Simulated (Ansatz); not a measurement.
# CoO (P-6m2) in Ansatz: single point with PBE

Aim: the single point of CoO with PBE.

All numbers are computed with Ansatz 0.2.0; they aren't measurements. Logs are shortened: lines on timing, memory, paths and dates and some standing lists are left out, and cuts for length are marked.

## (1) The cell of the first run

Symmetry: P-6m2, No. 187, hexagonal system. Conventional cell: a = 2.856 Å, b = 2.856 Å, c = 2.788 Å, α = 90.00°, β = 90.00°, γ = 120.00°. Co (site symmetry -6m2) is surrounded by 6 O at 2.16 Å. O (site symmetry -6m2) is surrounded by 6 Co at 2.16 Å.

Measurements of this composition are mostly on another form, of space group No. 225.

## (2) Single point, PBE, collinear spin, antiferromagnetic start (another cell of the same crystal, with 4 atoms)

Input file input.yaml:

```yaml
crystal:
  lattice:
    - [1.42814962, 2.47362769, 0.0]
    - [-4.28444884, 2.47362769, 0.0]
    - [0.0, 0.0, 2.78760653]
  atoms:
    - { symbol: Co, position: [0.0, 0.0, 0.0], spin: 2.0 }
    - { symbol: Co, position: [0.5, 0.5, 0.0], spin: -2.0 }
    - { symbol: O, position: [0.5, 0.8333333333, 0.5] }
    - { symbol: O, position: [0.0, 0.3333333333, 0.5] }
hamiltonian:
  xc: pbe
  pseudopotentials: { kind: paw }
magnetization:
  spin_polarized: true
kpoints:
  mp_grid: { grid: [7, 4, 7] }
scf:
  occupations: { method: gaussian, width: 0.05 }
output:
  forces: true
  stress: true
  eigenvalues: true
```

Potentials or basis: Ansatz PAW.

Run with:

```console
> ansatz run input.yaml --threads 2 --pin off --max-ram 5632MiB --backend cpu --events-out ev --progress --plain --runs-dir out
```

Output:

```text
Warning: RAYON_NUM_THREADS=2 ignored (pool sized by the plan → 2); use --threads N
Engine: ansatz 0.2.0, aarch64-unknown-linux-gnu
Pseudopotentials: kind: paw
Pseudopotential: Co, paw, valence charge 17, recommended cutoff 420 eV (normal), Co.paw.azcp
Pseudopotential: O, paw, valence charge 6, recommended cutoff 420 eV (normal), O.paw.azcp
Functional definition: PBE
  parameter kappa = 0.804
  parameter beta = 0.06672455060314922
  exchange = pbe_x(kappa = kappa, mu = beta*pi^2/3)
  correlation = pbe_c(beta = beta)
Crystal: 4 atoms, lattice volume = 39.391 Å³
Basis set: ecut = 420 eV, 789 PW (Γ), exchange–correlation on 40×72×40 points (8 copies of the dense FFT grid, shifted against one another)
Bands: 30, of which v1, the nominal top of the filled ones, is band 23 counted from 1 (22 counted from 0)
Symmetry: 4 space group operations
Space group: Pmm2 (ITA 25), of the structure as read, at distance tolerance 3.4e-5 Å
Magnetic group: BNS 25.64 (UNI 162), of the structure as read, at distance tolerance 3.4e-5 Å
k-points: 48 of 196 (time reversal used)
Non-local potential: Co, projectors of the file, l = 0: 3, l = 1: 2, l = 2: 3, l = 3: 1
Non-local potential: O, projectors of the file, l = 0: 2, l = 1: 2, l = 2: 1
PAW form: soft (Blöchl's): semilocal exchange-correlation on the pseudo side does not see the compensation charge
PAW one-centre angular grid: Co, 590 points (default); XC on 64 Gauss nodes
PAW one-centre angular grid: O, 110 points (default); XC on 64 Gauss nodes
Initial density: superposition of atomic densities (chi_scale 0.1, normalization cell, long waves kept (reshape's long-wave potential 0.00 eV rms))
Starting moments: Σ|m| = 4 μB on 2 of 4 sites
Starting magnetic order: antiferromagnet; a translation exchanges its spin sublattices: spin-degenerate at every k-point
Initial wavefunctions: pseudopotential atomic-orbital guess
Functional: x = pbe(κ = 0.804, μ = 0.2195149727645171), c = pbe(β = 0.06672455060314922)
SCF iter   1: F=—  HF=-11382.053836 eV  |F-HF|=—  |Δ(HF+E_count)|=         —  Δρ=1.14e-1 (↑1.14e-1 ↓1.14e-1)  dr2=1.58e1  dr2_m=1.94e-1  M=0.000 μB ∫|m|=3.918 μB  β_m=0.30  ethr=3.10e-3  ⟨swp⟩=5.2  Hψ=5103  notcnv=0  defer=7
Mixer restart at iter 1: flushing history
preconditioner: auto → Kerker (q_TF=auto, 2.800 Å⁻¹)  [metal: Δε(μ)=0.005 eV  Ē_g=9.617 eV  σ=0.050 eV  W_gap=0.06  n_scr=16 (ndim 8)  ℏωp=32.4 eV  f_vac=0.000  D(μ)=6.34/eV (n_scr^D=108)]
spin=Collinear: Kerker preconditioning applied to the charge; magnetization (m = ρ↑ − ρ↓) channel mixes plain (no charge-response kernel on spin).
SCF iter   2: F=—  HF=-11383.434689 eV  |F-HF|=—  |Δ(HF+E_count)|=    1.38e0  Δρ=6.73e-2 (↑6.73e-2 ↓6.73e-2)  dr2=1.09e0  dr2_m=1.31e0  M=0.000 μB ∫|m|=4.876 μB  β_m=0.35  ethr=3.10e-3  ⟨swp⟩=3.0  Hψ=3336  notcnv=0  defer=85
SCF iter   3: F=—  HF=-11383.770630 eV  |F-HF|=—  |Δ(HF+E_count)|=   3.36e-1  Δρ=4.71e-2 (↑4.71e-2 ↓4.71e-2)  dr2=4.03e-1  dr2_m=6.44e-1  M=0.000 μB ∫|m|=4.982 μB  β_m=0.38  ethr=2.38e-3  ⟨swp⟩=2.0  Hψ=2032  notcnv=0  defer=87
SCF iter   4: F=—  HF=-11383.939288 eV  |F-HF|=—  |Δ(HF+E_count)|=   1.69e-1  Δρ=2.46e-2 (↑2.46e-2 ↓2.46e-2)  dr2=8.64e-2  dr2_m=1.66e-1  M=0.000 μB ∫|m|=5.070 μB  β_m=0.82  ethr=8.76e-4  ⟨swp⟩=2.0  Hψ=2054  notcnv=0  defer=88
SCF iter   5: F=—  HF=-11383.995097 eV  |F-HF|=—  |Δ(HF+E_count)|=         —  Δρ=3.87e-3 (↑3.87e-3 ↓3.87e-3)  dr2=6.83e-3  dr2_m=2.98e-3  M=0.000 μB ∫|m|=5.152 μB  β_m=0.82  ethr=1.88e-4  ⟨swp⟩=2.3  Hψ=3195  notcnv=0  defer=89
Mixer restart at iter 5: flushing history
SCF iter   6: F=—  HF=-11383.997364 eV  |F-HF|=—  |Δ(HF+E_count)|=   2.27e-3  Δρ=1.65e-3 (↑1.65e-3 ↓1.65e-3)  dr2=1.11e-3  dr2_m=4.06e-4  M=0.000 μB ∫|m|=5.154 μB  β_m=0.91  ethr=1.48e-5  ⟨swp⟩=2.0  Hψ=2356  notcnv=0  defer=90
SCF iter   7: F=—  HF=-11383.997896 eV  |F-HF|=—  |Δ(HF+E_count)|=   5.32e-4  Δρ=7.41e-4 (↑7.41e-4 ↓7.41e-4)  dr2=2.81e-4  dr2_m=5.86e-5  M=0.000 μB ∫|m|=5.153 μB  β_m=0.92  ethr=2.41e-6  ⟨swp⟩=2.5  Hψ=2596  notcnv=0  defer=90
SCF iter   8: F=—  HF=-11383.997940 eV  |F-HF|=—  |Δ(HF+E_count)|=   4.44e-5  Δρ=7.07e-4 (↑7.07e-4 ↓7.07e-4)  dr2=3.97e-4  dr2_m=1.67e-5  M=0.000 μB ∫|m|=5.151 μB  β_m=0.88  ethr=6.12e-7  ⟨swp⟩=2.0  Hψ=2689  notcnv=0  defer=90
SCF iter   9: F=—  HF=-11383.997868 eV  |F-HF|=—  |Δ(HF+E_count)|=   7.23e-5  Δρ=1.82e-4 (↑1.82e-4 ↓1.82e-4)  dr2=1.67e-5  dr2_m=3.21e-6  M=0.000 μB ∫|m|=5.151 μB  β_m=0.89  ethr=6.12e-7  ⟨swp⟩=2.0  Hψ=2399  notcnv=0  defer=90
SCF iter  10: F=—  HF=-11383.997869 eV  |F-HF|=—  |Δ(HF+E_count)|=   1.28e-6  Δρ=1.21e-4 (↑1.21e-4 ↓1.21e-4)  dr2=9.31e-6  dr2_m=1.22e-6  M=0.000 μB ∫|m|=5.152 μB  β_m=0.94  ethr=3.63e-8  ⟨swp⟩=2.0  Hψ=2154  notcnv=0  defer=90
SCF iter  11: F=—  HF=-11383.997886 eV  |F-HF|=—  |Δ(HF+E_count)|=   1.69e-5  Δρ=1.92e-5 (↑1.92e-5 ↓1.92e-5)  dr2=2.68e-7  dr2_m=2.61e-8  M=0.000 μB ∫|m|=5.152 μB  β_m=0.97  ethr=2.02e-8  ⟨swp⟩=2.3  Hψ=2145  notcnv=0  defer=90
SCF iter  12: F=-11383.997886 eV  HF=-11383.997886 eV  |F-HF|=1.48e-9  |Δ(HF+E_count)|=   4.59e-8  Δρ=4.70e-6 (↑4.70e-6 ↓4.70e-6)  dr2=8.37e-9  dr2_m=2.66e-9  M=0.000 μB ∫|m|=5.152 μB  ethr=2.17e-10  ⟨swp⟩=8.0  Hψ=6675  notcnv=0
SCF 1 converged in 12 iterations: F = -11383.997886 eV  dr2 = 8.37e-9
SCF converged after 12 iterations
Magnetization: 0.0000 μB (23.0000 up, 23.0000 down)
Absolute magnetization: 5.1534 μB (∫|ρ↑−ρ↓|, with the PAW one-centre terms)
Spin contamination: 2.5756 ħ² per cell (⟨S²⟩ above its minimum at these occupations)
Per-site moments (μB) at R_I (Å): [(2.303272286608635, 0.8906723553460202), (-2.3032722866086344, 0.8906723553460204), (0.13876652884284696, 0.8906723553460204), (-0.1387665288428471, 0.8906723553460202)]
Free energy (F): -11383.997886 eV
Harris-Foulkes:  -11383.997886 eV  (|F-HF|=1.48e-9)
Internal energy: -11383.991768 eV  (E = F + TS)
E sigma→0 (E₀):  -11383.994827 eV
Entropy (-TS):   -0.006118 eV (-1.530 meV/atom)
Fermi energy:    13.412227 eV
--- Per-component energies (eV) ---
  E_band       = -630.697734
  E_kinetic    = 1233.336621
  E_local      = -6967.010388  (includes V_loc(G=0)·N_el)
  E_nonlocal   = 1025.405855
  E_hartree    = 2859.982524
  E_xc         = -457.114900
  E_vxc        = -587.391342  (∫ρ·V_xc dr)
  E_paw        = -3351.944083  (= ΣΔE_a)
  E_vpaw       = -1055.004925  (= ΣTr[D̂ρ^β])
  E_aug_tail   = 0.004708  (compensation charges beyond the density's cutoff)
  E_ewald      = -5726.652105
  E_smearing   = -0.006118  (= −TS)
  E_closure    = 0.000000  (closes the sum)
  Σ components = -11383.997886   (vs F -11383.997886, Δ=0.00e0)
--- Forces (eV/Å), atoms counted from 1 ---
  atom   1  Co    -0.03784506     0.02184985     0.00000000
  atom   2  Co    -0.03784506     0.02184985     0.00000000
  atom   3  O      0.03782669    -0.02183925     0.00000000
  atom   4  O      0.03782669    -0.02183925     0.00000000
  max |Σ_I F_I| component: 3.67e-5 eV/Å
--- Stress (GPa, compression-positive) ---
       -4.749052      -0.955472       0.000000
       -0.955472      -5.852335      -0.000000
        0.000000      -0.000000     -13.608472
  P = ⅓ Tr σ = -8.0700 GPa (-80.700 kbar)
--- Band table (eV; the first three rows and the last of 96) ---
  k-point 0 ↑: bands = ["-83.3939", "-80.5462", "-46.7088", "-46.6892", "-46.5766", "-43.9067", "-43.8807", "-43.8289", "-6.4746", "-5.2904", "5.9371", "8.7894", "9.0377", "9.2873", "9.9546", "10.0021", "10.0791", "10.6353", "10.8224", "11.8414", "12.3343", "12.3688", "13.7328", "13.8441", "13.9812", "14.2076", "14.7613", "18.9538", "22.1297", "27.9617"]
  k-point 1 ↑: bands = ["-83.3931", "-80.5454", "-46.7177", "-46.6884", "-46.5757", "-43.9058", "-43.8796", "-43.8394", "-6.3152", "-5.2058", "6.1243", "8.3372", "8.5459", "9.1505", "9.1764", "9.7405", "10.5498", "10.9768", "11.2305", "11.4947", "12.3875", "12.4048", "13.3581", "13.9850", "14.2724", "14.5514", "15.1639", "19.6317", "21.7752", "26.8436"]
  k-point 2 ↑: bands = ["-83.3914", "-80.5434", "-46.7378", "-46.6866", "-46.5737", "-43.9038", "-43.8772", "-43.8627", "-5.9271", "-5.0057", "6.5238", "6.5626", "7.8019", "8.7167", "9.3571", "9.8799", "10.8055", "11.1286", "11.2711", "11.5321", "12.5397", "12.6553", "13.1293", "13.7498", "14.3969", "14.7059", "17.0037", "19.7383", "22.1071", "24.2870"]
  k-point 47 ↓: bands = ["-83.3876", "-80.5393", "-46.7501", "-46.7187", "-46.5690", "-43.9403", "-43.8771", "-43.8721", "-4.9952", "-4.7515", "6.7612", "6.8882", "7.2686", "7.4120", "8.4241", "8.9689", "10.7993", "11.1497", "11.6266", "11.8420", "12.4738", "12.9062", "13.3017", "13.9087", "14.6042", "15.2493", "18.8575", "19.1575", "23.6079", "23.8100"]
```

Wall time 9.2 s (2 threads of Arm Neoverse V1, shared host); peak memory 0.41 GiB.

What came out:

```yaml
Free_energy: -11383.9979 eV
Pressure: -8.1 GPa
Largest_force: 0.044 eV/Å
Band_gap_on_the_k_mesh: none (metal or under the smearing width)
Net_moment: 0.00 μB per cell
Absolute_moment: 5.15 μB per cell
Site_moments: Co +2.30, -2.30; O +0.14, -0.14 μB
```

Forces in eV/Å, atoms in the order of the input:
```
Co  -0.038  0.022  0.000
Co  -0.038  0.022  0.000
O    0.038 -0.022  0.000
O    0.038 -0.022  0.000
```

Stress tensor (GPa, compression positive):
```
 -4.75  -0.96   0.00
 -0.96  -5.85   0.00
  0.00   0.00 -13.61
```

Levels at points of the mesh, in eV from the Fermi level:
Spin up:
```csv
k point,band 20,band 21,band 22,band 23,band 24,band 25,band 26,band 27
"(0.00, 0.00, 0.00)",-1.57,-1.08,-1.04,0.32,0.43,0.57,0.80,1.35
"(0.00, -0.50, 0.00)",-1.71,-1.21,-1.04,0.23,0.23,0.43,1.23,3.18
```
Spin down:
```
            k point  band 20  band 21  band 22  band 23  band 24  band 25  band 26  band 27
 (0.00, 0.00, 0.00)    -1.57    -1.08    -1.04     0.32     0.43     0.57     0.80     1.35
(0.00, -0.50, 0.00)    -1.71    -1.21    -1.04     0.23     0.23     0.43     1.23     3.18
```

Caveat: the pressure holds a Pulay correction of +0.7 GPa for the finite cutoff; semilocal functionals often make such compounds metallic where correlation or magnetic order opens a gap, which also shifts bond lengths.
